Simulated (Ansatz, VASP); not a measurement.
One calculation of Mg, two programs

```
Mg
1.0
     3.13250    0.00000    0.00000
    -1.56625    2.71283    0.00000
     0.00000    0.00000    5.08489
Mg
2
Cartesian
  0.0000 1.8086 1.2712
  1.5663 0.9043 3.8137
```

Alike in both runs: task single point; functional LDA; k mesh 12 × 12 × 7; occupations fermi-dirac, width 0.1 eV; no spin polarisation.

|  | VASP | Ansatz |
| --- | --- | --- |
| version | VASP 6.6.1 | Ansatz 0.2.0 |
| potentials or method | VASP PAW LDA potentials, release 64 (Mg) | plane waves (420 eV) with PAW, scalar-relativistic |
| plane-wave cutoff (eV) | 520 | 420 |
| valence electrons in the cell | 4 | 20 |

VASP gave:

```
pressure (GPa)                                  : -0.3
largest component of the traceless stress (GPa) : 0.55
```

Estimate Ansatz's values.

pressure (GPa): 0.0; largest component of the traceless stress (GPa): 0.55.

The two sets of potentials don't hold the same shells in valence. Ansatz warned: «pseudo_functional_mismatch».
